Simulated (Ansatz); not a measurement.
Theory: DFT PBE, scalar-relativistic, plane waves, PAW (Ansatz 0.2.0). All cells share a 420 eV cutoff and Γ-centred k meshes spaced about 0.3 Å⁻¹ or finer (0.25 for metals, 2π included). No spin polarisation.

Temperature and zero-point effects are left out.

Two relaxed structures of HfC₅:

1.

```cif
data_structure
_symmetry_space_group_name_H-M 'P4/mmm'
_symmetry_Int_Tables_number 123
_cell_length_a 3.3534
_cell_length_b 3.3534
_cell_length_c 7.2806
_cell_angle_alpha 90.000
_cell_angle_beta 90.000
_cell_angle_gamma 90.000
_cell_volume 81.87
loop_
_atom_site_label
_atom_site_type_symbol
_atom_site_symmetry_multiplicity
_atom_site_Wyckoff_symbol
_atom_site_fract_x
_atom_site_fract_y
_atom_site_fract_z
_atom_site_occupancy
Hf1 Hf 1 c 0.50000 0.50000 0.00000 1
C1 C 4 m 0.30077 0.00000 0.50000 1
C2 C 1 a 0.00000 0.00000 0.00000 1
```

2.

```cif
data_structure
_symmetry_space_group_name_H-M 'P-62m'
_symmetry_Int_Tables_number 189
_cell_length_a 4.5960
_cell_length_b 4.5960
_cell_length_c 3.1607
_cell_angle_alpha 90.000
_cell_angle_beta 90.000
_cell_angle_gamma 120.000
_cell_volume 57.82
loop_
_atom_site_label
_atom_site_type_symbol
_atom_site_symmetry_multiplicity
_atom_site_Wyckoff_symbol
_atom_site_fract_x
_atom_site_fract_y
_atom_site_fract_z
_atom_site_occupancy
Hf1 Hf 1 b 0.00000 0.00000 0.50000 1
C1 C 3 f 0.63340 0.00000 0.00000 1
C2 C 2 c 0.33333 0.66667 0.00000 1
```

Question: Which would you expect to be lower, and how large is the difference?

Answer: Cell 2 is lower, by 292 meV/atom. Cell 1 has space group P4/mmm (No. 123), 13.6 Å³/atom and no gap on its mesh; cell 2 has space group P-62m (No. 189), 9.6 Å³/atom and no gap. Counting C atoms around Hf (those within 1.25 times the shortest such distance or 1.15 times the sum of covalent radii, 1.27 where that leaves under three), cell 1 has Hf 4 and cell 2 has Hf 6. Cell 1 and cell 2 both hold C–C nets. Even the lower one lies +0.32 eV/atom against the reference forms of the elements (uncorrected), so neither is stable at this level. Both come from trial cells of a structure search, whose lowest cell (Pmmm, 14.2 Å³/atom) lies 98 meV/atom below the lower of the two.

No dispersion correction is applied, so the spacing and binding between layers, chains or molecules are poorly described (P4/mmm), and this can change margins and order among such cells. Spin–orbit coupling, which can matter for Hf, is left out. Cells relaxed within their symmetry can be saddle points. Some candidate types were left out of the draw beforehand, so a known form may be missing.
